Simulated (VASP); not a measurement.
**GaN: equilibrium volume by level of theory**

```cif
data_structure
_symmetry_space_group_name_H-M 'F-43m'
_symmetry_Int_Tables_number 216
_cell_length_a 4.5000
_cell_length_b 4.5000
_cell_length_c 4.5000
_cell_angle_alpha 90.000
_cell_angle_beta 90.000
_cell_angle_gamma 90.000
_cell_volume 91.12
loop_
_atom_site_label
_atom_site_type_symbol
_atom_site_symmetry_multiplicity
_atom_site_Wyckoff_symbol
_atom_site_fract_x
_atom_site_fract_y
_atom_site_fract_z
_atom_site_occupancy
Ga1 Ga 4 a 0.00000 0.00000 0.00000 1
N1 N 4 d 0.25000 0.25000 0.75000 1
```

The cell was built by a generator and isn't the measured one.

| rung | level | program and potentials | cutoff (eV) | k mesh | equilibrium volume (Å³/atom) | notes |
| --- | --- | --- | --- | --- | --- | --- |
| GGA | PBE | VASP, PBE PAW files Ga_d, N, 600 eV | 600 | 8 × 8 × 8 | 11.76 | - |
| GGA | PBEsol | VASP, PBE PAW files Ga_d, N, 600 eV | 600 | 8 × 8 × 8 | 11.35 | potentials made for PBE |
| meta-GGA | r2SCAN | VASP, PBE PAW files Ga_d, N, 600 eV | 600 | 8 × 8 × 8 | 11.44 | potentials made for PBE |
| hybrid | HSE06 | VASP, PBE PAW files Ga_d, N, 600 eV | 600 | 8 × 8 × 8 | 11.36 | potentials made for PBE |

Task: relaxation of cell and atoms. All rows: no spin polarisation. Meshes are those of the run's cell of 2 atoms unless a note names another. Relaxations start from the cell shown or near it and stop with a little pressure left. Runs on faulty files, with rough fits or with known faults for this quantity aren't shown. No row holds spin-orbit coupling.

By rung: GGA 11.35 to 11.76; meta-GGA 11.44; hybrid 11.36 (Å³/atom).
